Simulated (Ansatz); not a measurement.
**MnSb**

**What was measured.** A cell as deposited of hexagonal MnSb (space group P6_3/mmc), temperature not stated, from the Crystallography Open Database (1988), has a, c = 4.157, 5.765 Å and 21.57 Å³/atom.

The computed numbers are results of PBE, scalar-relativistic (collinear spin) in the plane-wave PAW code Ansatz at 420 eV, Γ-centred 10×10×6 mesh, 0.05 eV Gaussian smearing. The datasets are Ansatz's generated set soft_2.

```cif
data_structure
_symmetry_space_group_name_H-M 'P6_3/mmc'
_symmetry_Int_Tables_number 194
_cell_length_a 4.0985
_cell_length_b 4.0985
_cell_length_c 5.5935
_cell_angle_alpha 90.000
_cell_angle_beta 90.000
_cell_angle_gamma 120.000
_cell_volume 81.37
loop_
_atom_site_label
_atom_site_type_symbol
_atom_site_symmetry_multiplicity
_atom_site_Wyckoff_symbol
_atom_site_fract_x
_atom_site_fract_y
_atom_site_fract_z
_atom_site_occupancy
Mn1 Mn 2 a 0.00000 0.00000 0.00000 1
Sb1 Sb 2 c 0.33333 0.66667 0.25000 1
```

The chain of runs began from a cell as deposited in COD, expanded in volume.

Magnetic state: ferromagnetic, site spin moments Mn 3.26; Sb -0.11 μB.

The cell above was scaled in volume, and shape and atoms were relaxed at each volume within its symmetry. Energies are counted from the cell above.

The cell is relaxed to zero pressure at this level.

```json
{"V (Å³/atom)": "19.22", "ΔE (meV/atom)": "?", "P (GPa)": "?", "largest moment (μB)": "?"}
{"V (Å³/atom)": "19.53", "ΔE (meV/atom)": "7.0", "P (GPa)": "2.8", "largest moment (μB)": "3.12"}
{"V (Å³/atom)": "19.94", "ΔE (meV/atom)": "1.8", "P (GPa)": "1.3", "largest moment (μB)": "3.19"}
{"V (Å³/atom)": "20.34", "ΔE (meV/atom)": "0.0", "P (GPa)": "0.0", "largest moment (μB)": "3.26"}
{"V (Å³/atom)": "20.75", "ΔE (meV/atom)": "1.7", "P (GPa)": "-1.2", "largest moment (μB)": "3.32"}
{"V (Å³/atom)": "21.16", "ΔE (meV/atom)": "5.8", "P (GPa)": "-2.2", "largest moment (μB)": "3.39"}
{"V (Å³/atom)": "21.77", "ΔE (meV/atom)": "17.1", "P (GPa)": "-3.7", "largest moment (μB)": "3.46"}
{"V (Å³/atom)": "22.38", "ΔE (meV/atom)": "33.8", "P (GPa)": "-5.1", "largest moment (μB)": "3.53"}
```

(1) Fill in the withheld row.

(2) What do the points give for the equilibrium volume, the bulk modulus and its pressure derivative (third-order Birch–Murnaghan)?

Answers:

(1) ΔE (meV/atom): 13.6, P (GPa): 4.1, largest moment (μB): 3.06.

(2) V0 = 20.36 Å³/atom, B0 = 63 GPa, B0′ isn't fixed: the energies give 3.6, and a fit of the pressures differs by over 0.35.

B0·V0 = 62.5 GPa × 20.36 Å³ = 7.94 eV/atom sets the scale: near the minimum ΔE ≈ ½ B0 V0 x², with x = V/V0 − 1, and a pressure of 0.6 GPa squeezes the volume by about 1 %. At the ends of the curve: x = −5.6 % predicts 12.3 meV/atom and the run gives 13.6; x = +9.9 % predicts 39.1 meV/atom and the run gives 33.8. The curve is steeper than the parabola on the compressed side and flatter on the expanded side: the bulk modulus rises with pressure.

The moment grows with the volume: wider spacing narrows the bands, and exchange then polarises them more fully.

**Against experiment.** PBE gives 4.099, 5.594 Å and 20.34 Å³/atom, −5.7 % in volume (−1.9 % in length) from the database's cell. The axes miss by −1.4 %, −3.0 %. PBE more often overestimates volumes; a smaller cell is partly the thermal expansion and zero-point motion that the static lattice lacks, roughly 1.0 to 2.4 % in volume at 300 K (room temperature assumed) by Grüneisen's rule, γ·3k_BT/(B0·V0) with γ of 1 to 2.5, too little for this miss. The database's entry may also be off.

The moments change along the equation of state, so B0 holds a magnetic softening and is less sure. These numbers lack spin–orbit coupling. The run wasn't fully tested for a lower electronic state. Site moments are of spin, integrated over atomic spheres. The run is a metal.
